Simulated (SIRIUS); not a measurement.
## H under changes of volume

One of the cells (12.015 Å³/atom); the others are scaled copies at fixed shape and fractional positions:

```
H
1.0
    -1.70274    1.70274    2.07211
     1.70274   -1.70274    2.07211
     1.70274    1.70274   -2.07211
H
2
Direct
  0.09014 0.09014 0.00000
  0.90986 0.90986 0.00000
```

```yaml
Program: SIRIUS 7.10.0
Functional: PBE
Potentials_or_basis: PseudoDojo 0.4.1 PBE standard (scalar relativistic)
Cutoff: 983 eV
Density_cutoff: 3932 eV
k_mesh: 11 × 11 × 11
Occupations: fermi-dirac, width 0.05 eV
Spin: no spin polarisation
```

```tsv
volume (Å³/atom)	energy over the lowest point (meV/atom)	pressure (GPa)	gap on the mesh (eV)	largest force (eV/Å)
11.073	7.13	1.9	9.12	0.793
11.309	?	?	?	?
11.544	2.70	1.1	9.08	0.410
12.015	0.42	0.4	9.04	0.060
12.251	0.00	0.1	9.01	0.104
12.487	0.01	-0.2	8.99	0.261
```

Question: What does the run at 11.309 Å³/atom give?

Answer: Energy over the lowest point 4.62 meV/atom; pressure 1.5 GPa; gap on the mesh 9.10 eV; largest force 0.597 eV/Å.

Worked out: A Birch-Murnaghan fit of order 3 (a polynomial in V^(-2/3)) to the other rows has its minimum at 12.36 Å³/atom with B0 = V·E''(V) = 15.0 GPa (rough, since the energies scatter) at fixed shape and positions, which overstates the stiffness. It gives 4.62 meV/atom at 11.309 Å³/atom, against the run's 4.62, and -dE/dV = 1.5 GPa, against 1.5. A straight line through the other rows of the gap, of slope -1.09 eV per unit of ln V, gives 9.10 eV, against the run's 9.10.

Energies are extrapolated to zero smearing.

Caveats: an odd mesh through Γ misses points on the zone boundary, where band edges often lie.
